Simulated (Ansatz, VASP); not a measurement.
# Two plane-wave programs on Au

Contents of INCAR:

```
PREC = Accurate ; ENCUT = 520
EDIFF = 1E-7 ; ISMEAR = 0
SIGMA = 1.0 ; LREAL = F
LASPH = T ; NELM = 80
ALGO = Normal ; ISIF = 2
LWAVE = F ; LCHARG = F
GGA = CA ; NBANDS = 12
```

Contents of KPOINTS:

```
regular mesh
0
Gamma
  13 13 13
```

Contents of POSCAR:

```
Au
1.0
    0.0000000000      2.0229622709      2.0229622709
    2.0229622709      0.0000000000      2.0229622709
    2.0229622709      2.0229622709      0.0000000000
Au
1
Direct
    0.0000000000      0.0000000000      0.0000000000
```

Input for Ansatz:

```yaml
crystal:
  lattice:
    - [0.0, 2.0229622709, 2.0229622709]
    - [2.0229622709, 0.0, 2.0229622709]
    - [2.0229622709, 2.0229622709, 0.0]
  atoms:
    - { symbol: Au, position: [0.0, 0.0, 0.0] }
hamiltonian:
  xc: lda
  pseudopotentials:
    kind: paw
    azcp:
      Au: "pseudopotentials/Au.paw.azcp"
basis:
  ecutwfc: 420
  fft_grid_basis: typed
kpoints:
  mp_grid: { grid: [13, 13, 13], shift: [0, 0, 0] }
magnetization:
  spin_polarized: false
scf:
  occupations: { method: gaussian, width: 1.0 }
  lower_state_search: "off"
output:
  stress: true
```

Alike in both runs: task single point; functional LDA; k mesh 13 × 13 × 13; occupations gaussian, width 1 eV; no spin polarisation.

|  | VASP | Ansatz |
| --- | --- | --- |
| version | VASP 6.6.1 | Ansatz 0.2.0 |
| potentials or method | VASP PAW LDA potentials, release 64 (Au) | plane waves (420 eV) with PAW, scalar-relativistic |
| plane-wave cutoff (eV) | 520 | 420 |
| valence electrons in the cell | 11 | 19 |

|  | VASP | Ansatz | Ansatz less VASP |
| --- | --- | --- | --- |
| pressure (GPa) | 1.2 | 0.7 | -0.48 |

The two sets of potentials don't hold the same shells in valence. Ansatz warned: «pseudo_functional_mismatch».

Spin-orbit coupling is left out, which matters for the levels of Au.
